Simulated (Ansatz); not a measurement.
Crystal: SnTe.

```xyz
2
Lattice="0.0000 3.6111 3.6111 3.6111 0.0000 3.6111 3.6111 3.6111 0.0000" Properties=species:S:1:pos:R:3 pbc="T T T"
Te    1.8056    1.8056    1.8056
Sn    0.0000    0.0000    0.0000
```

Measurements of this composition are mostly on another form, of space group No. 225.

Base run:

```yaml
Program: Ansatz 0.2.0
Functional: PBEsol
Potentials_or_basis: Ansatz PAW
Cutoff: "420 eV (not typed: the program's choice for these potentials)"
k_mesh: 5 × 5 × 5
Occupations: fermi-dirac, width 0.05 eV
Spin: spin-orbit coupling, no magnetisation
```

Its results: pressure -1.4 GPa.

Q: The run is repeated on the same cell with these changes: functional from PBEsol to PBE. What comes out?

A: Pressure 0.0 GPa.

PBE binds less tightly than PBEsol, so the same cell stands under more pressure.

Caveats: the PAW data sets come from PBE, with cores solved anew for the run's functional, which leaves a small shift of forces and pressure (some runs).
